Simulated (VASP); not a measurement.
# Li: single point with r2SCAN

The system is Li.

```xyz
1
Lattice="0.0000 2.1621 2.1621 2.1621 0.0000 2.1621 2.1621 2.1621 0.0000" Properties=species:S:1:pos:R:3 pbc="T T T"
Li    0.0000    0.0000    0.0000
```

This isn't the form of Li at room conditions, which is bcc.

```json
{"Program": "VASP 6.6.1", "Task": "single point", "Functional": "r2SCAN", "Potentials or basis": "VASP PAW PBE potentials, release 64 (Li_sv)", "Cutoff": "520 eV", "k mesh": "9 × 9 × 9", "Occupations": "fermi-dirac, width 0.15 eV", "Spin": "no spin polarisation"}
```

The band gap on the k mesh is none (metal or under the smearing width).

Levels at points of the mesh, in eV from the Fermi level:
```
           k point  band 1  band 2  band 3  band 4  band 5  band 6
(0.00, 0.00, 0.00)  -48.12   -3.95   15.94   15.94   15.94   19.33
```

Wall time 15 s on 1 thread of Intel(R) Xeon(R) Platinum 8488C (Sapphire Rapids), on a shared host, peak memory 0.12 GiB.
